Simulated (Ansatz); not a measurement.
Pt: other elements on the same sites

Computed with Ansatz, DFT PBEsol, scalar-relativistic, plane waves, PAW. Settings: 420 eV cutoff, 18×18×18 k-mesh, Gaussian smearing of 0.10 eV, no spin polarisation.

Starting point, cell and atoms relaxed:

```yaml
crystal:
  lattice:
    - [0.00000, 1.95903, 1.95903]
    - [1.95903, 0.00000, 1.95903]
    - [1.95903, 1.95903, 0.00000]
  atoms:
    - { symbol: Pt, position: [0.00000, 0.00000, 0.00000] }
```

Each substitution replaces an element on all its sites; cell and atoms are then relaxed within the symmetry of the start. The crystals needn't be the stable forms of their compositions. Lengths are those of the primitive cell. Mesh and smearing follow each crystal's size and gap, and collinear spin was kept, from parallel moments, in Ni alone; the others ran without spin polarisation.

Spin-orbit coupling is left out, which matters for the bands and energies of heavy elements.

Task: Give the relaxed structure after Pt→Ni.

Result:
```yaml
crystal:
  lattice:
    - [0.00000, 1.73157, 1.73157]
    - [1.73157, 0.00000, 1.73157]
    - [1.73157, 1.73157, 0.00000]
  atoms:
    - { symbol: Ni, position: [0.00000, 0.00000, 0.00000] }
```
Symmetry: Fm-3m, No. 225, cubic system. Conventional cell: a = 3.463 Å, b = 3.463 Å, c = 3.463 Å, α = 90.00°, β = 90.00°, γ = 90.00°. Ni (site symmetry m-3m) has 12 Ni at 2.45 Å as nearest neighbours.

Task: Give the relaxed structure after Pt→Au.

Result:
```yaml
crystal:
  lattice:
    - [0.00000, 2.04192, 2.04192]
    - [2.04192, 0.00000, 2.04192]
    - [2.04192, 2.04192, 0.00000]
  atoms:
    - { symbol: Au, position: [0.00000, 0.00000, 0.00000] }
```
Symmetry: Fm-3m, No. 225, cubic system. The conventional cell has a = 4.084 Å, b = 4.084 Å, c = 4.084 Å, α = 90.00°, β = 90.00°, γ = 90.00°. Around Au (site symmetry m-3m) lie 12 Au at 2.89 Å.